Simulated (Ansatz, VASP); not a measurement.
# Mo: VASP beside Ansatz

INCAR

```
SYSTEM = Mo
PREC     = Accurate       ! precision mode
ENCUT    = 600            ! plane-wave cutoff, eV
EDIFF    = 1E-6           ! SCF threshold, eV
ISMEAR   = -1             ! smearing method
SIGMA    = 0.15           ! smearing width, eV
LREAL    = .FALSE.        ! projectors in reciprocal space
LASPH    = .TRUE.         ! aspherical terms in the spheres
NELM     = 100            ! most SCF steps
ALGO     = Fast           ! electronic algorithm
ISIF     = 3              ! what is computed and relaxed
LWAVE    = .FALSE.        ! write WAVECAR
LCHARG   = .FALSE.        ! write CHGCAR
GGA      = CA             ! functional
IBRION   = 2              ! ionic algorithm
NSW      = 80             ! ionic steps
EDIFFG   = -0.001         ! ionic threshold
```

KPOINTS

```
Automatic mesh
0
G
  18 18 18
  0 0 0
```

Contents of POSCAR:

```
Mo
1.0
   -1.5554689552      1.5554689552      1.5554689552
    1.5554689552     -1.5554689552      1.5554689552
    1.5554689552      1.5554689552     -1.5554689552
Mo
1
Direct
    0.0000000000      0.0000000000      0.0000000000
```

Input for Ansatz:

```yaml
crystal:
  lattice:
    - [-1.555468954, 1.555468954, 1.555468954]
    - [1.555468954, -1.555468954, 1.555468954]
    - [1.555468954, 1.555468954, -1.555468954]
  atoms:
    - { symbol: Mo, position: [0.0, 0.0, 0.0] }
basis:
  ecutwfc: 420
kpoints:
  mp_grid: { grid: [18, 18, 18] }
hamiltonian:
  xc: lda
  pseudopotentials: { kind: paw, azcp: { folder: soft_1 } }
scf:
  occupations: { method: fermi_dirac, width: 0.15 }
output:
  forces: true
  stress: true
  eigenvalues: true
relax:
  adjacent_minimum: "off"
  f_tol: 0.001
  max_steps: 60
  cell: { stress_tol: 0.01 }
```

Alike in both runs: task relaxation of cell and atoms; functional LDA; k mesh 18 × 18 × 18; occupations fermi-dirac, width 0.15 eV; no spin polarisation.

|  | VASP | Ansatz |
| --- | --- | --- |
| version | VASP 6.6.1 | Ansatz 0.2.0 |
| potentials or method | VASP PAW LDA potentials, release 64 (Mo_sv) | scalar-relativistic, plane waves, PAW |
| plane-wave cutoff (eV) | 600 | 420 |
| valence electrons in the cell | 14 | 14 |

|  | VASP | Ansatz | Ansatz less VASP |
| --- | --- | --- | --- |
| gap on the k mesh at the Fermi level, each at its own relaxed structure (eV) | none | none | - |
| relaxed volume (Å³/atom) | 15.13 | 15.07 | -0.058 |
| relaxed cell length with the largest relative difference (Å) | 2.699 | 2.695 | -0.0035 |

A gap of «none» marks a metal or a gap that the smearing closes. Ansatz warned: «pseudo_functional_mismatch».
